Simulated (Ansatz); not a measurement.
TiAl: do energies and stresses tell the same story?

Method: Ansatz 0.2.0, DFT PBE, scalar-relativistic, plane waves, PAW.

Plane waves to 420 eV, a k mesh through Γ of 14×14×10 on the computed 2-atom cell and Gaussian smearing (0.10 eV); no spin polarisation.

Relaxed cell: P4/mmm, a = 2.822 Å, b = 2.822 Å, c = 4.077 Å, α = 90.00°, β = 90.00°, γ = 90.00°, 2 atoms in the primitive cell. Whether it is the stable form of this composition wasn't checked.

Energies at zero smearing and pressures from the stress tensor, at volumes with shape and atoms relaxed:
| V (Å³/atom) | E − E(first) (meV/atom) | P (GPa) |
| --- | --- | --- |
| 14.286 | 0.00 | 18.63 |
| 14.773 | -47.65 | 12.89 |
| 15.260 | -79.06 | 7.94 |
| 15.747 | -96.48 | 3.67 |
| 16.234 | -101.84 | 0.00 |
| 16.721 | -96.81 | -3.17 |
| 17.208 | -82.82 | -5.90 |
| 17.857 | -52.36 | -8.96 |

Question: Check P = −dE/dV between neighbouring volumes, and get the bulk modulus from the pressures alone.

Answer: With 1 eV/Å³ = 160.2 GPa:
```csv
middle V (Å³/atom),−ΔE/ΔV (GPa),mean P (GPa)
14.530,15.675,15.757
15.017,10.335,10.412
15.504,5.731,5.806
15.991,1.763,1.836
16.478,-1.656,-1.586
16.965,-4.602,-4.535
17.533,-7.514,-7.429
```

The two differ by 0.08 GPa at most. The mean of two end pressures misses the average over a step by about ΔV² P″/12, up to 0.07 GPa here; with that taken off 0.03 GPa remains. The stress is the derivative of the free energy, not of the energy at zero smearing, and with free energies 0.00 GPa remains. Around V = 16.234 Å³/atom, the two neighbours give B = −V ΔP/ΔV = 16.234 × 6.84 / 0.974 = 114.1 GPa, against B0 = 113.7 GPa from the Birch–Murnaghan fit of the energies.